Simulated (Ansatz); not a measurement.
## Co (P6_3/mmc): electronic heat capacity from the density of states

Theory: DFT PBE, scalar-relativistic, plane waves, PAW in Ansatz.

Settings: cutoff 420 eV, Γ-centred mesh 18×18×10 on the computed 2-atom cell, Gaussian smearing of 0.10 eV; collinear spin from starting moments 1.84 1.84 μB.

Relaxed cell: P6_3/mmc, a = 2.492 Å, b = 2.492 Å, c = 4.034 Å, α = 90.00°, β = 90.00°, γ = 120.00°, 2 atoms in the primitive cell.

The density of states at the Fermi level is 1.739 states/eV in the cell of 2 atoms (2 formula units; both spins, tetrahedra on a 27×27×15 mesh). The run ends with a moment of 3.20 μB a cell (largest on a site 1.68 μB), and the figure is for this state; a paramagnetic sample can have a quite different one. Another magnetic order, if the compound takes it, can change N(E_F) and the shape of the cell a good deal.

Problem. What Sommerfeld coefficient does this give?

Solution. Per formula unit N(E_F) = 0.870 states/eV. γ = (π²/3) k_B² N(E_F) N_A = 2.357 mJ/(mol K²) per state/eV, so γ = 2.0 mJ/(mol K²), a mole of formula units. This is the bare band result: a measured γ of the same phase and magnetic order is as a rule larger by a factor 1 + λ from phonons and spin fluctuations. N(E_F) at one energy is sensitive to the mesh where the density of states has sharp peaks.

Only this magnetic start was tried.

Cost: 1 run of about 0.8 core-minutes, on Arm Neoverse V1 (shared hosts).